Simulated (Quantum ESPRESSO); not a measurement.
Crystal: Sn.

```
CELL_PARAMETERS angstrom
-1.72654 1.77555 2.33834
1.72654 -1.77555 2.33834
1.72654 1.77555 -2.33834
ATOMIC_POSITIONS crystal
Sn 0.00000 0.00000 0.00000
```

This isn't the form of Sn at room conditions, which is tetragonal (white tin).

```yaml
Program: Quantum ESPRESSO 7.5
Task: phonons and electron-phonon coupling
Functional: PBE
Potentials_or_basis: SPMS 1.0 PBE
Cutoff: 884 eV
Density_cutoff: 3537 eV
k_mesh: 9 × 9 × 9
Occupations: methfessel-paxton, width 0.272 eV
Spin: no spin polarisation
Mixing_beta: 0.5
Most_SCF_iterations: 120
SCF_threshold: 2e-10 Ry
q_mesh: 3 × 3 × 3
```

The cell and the atoms were relaxed first, to 28.19 Å³/atom (a = 3.416 Å, b = 3.416 Å, c = 3.416 Å, α = 120.00°, β = 119.99°, γ = 90.01°), and the response was taken there. The relaxed cell has space group Fm-3m (No. 225).

```
CELL_PARAMETERS angstrom
-1.70813 1.70830 2.41536
1.70813 -1.70830 2.41536
1.70813 1.70830 -2.41536
ATOMIC_POSITIONS crystal
Sn 0.00000 0.00000 0.00000
```

Is this structure dynamically stable at this level, and how far does the spectrum reach?

No: the interpolated spectrum has imaginary modes, down to 16i cm⁻¹ near q = (-0.14, 0.14, -0.14). The highest frequency is 113 cm⁻¹.

Phonon frequencies at the corners of the path (cm⁻¹, interpolated; i marks imaginary ones):
| point | frequencies |
| --- | --- |
| Γ | 0 0 0 |
| X | 73 73 110 |
| Y | 78 89 89 |
| S | 63 92 97 |
| Z | 78 78 113 |
| S1 | 63 92 97 |
| N | 13 37 103 |
| P | 81 91 91 |
| Y1 | 78 89 89 |

Phonon states per cell in windows of 10 cm⁻¹ (negative: imaginary):
| from (cm⁻¹) | total |
| --- | --- |
| -20 | 0.00 |
| -10 | 0.02 |
| 0 | 0.04 |
| 10 | 0.07 |
| 20 | 0.20 |
| 30 | 0.29 |
| 40 | 0.34 |
| 50 | 0.35 |
| 60 | 0.36 |
| 70 | 0.32 |
| 80 | 0.25 |
| 90 | 0.42 |
| 100 | 0.33 |
| 110 | 0.00 |

Caveat: some modes are imaginary; the cell relaxed to another space group than the one typed; the interpolated spectrum has imaginary branches, which spoil the λ, ω_log and α²F that the log prints; λ from interpolated matrix elements is rough: modes that symmetry makes equal can differ by tens of percent; the q mesh is small, so phonon branches between its points and thermal values are rough.
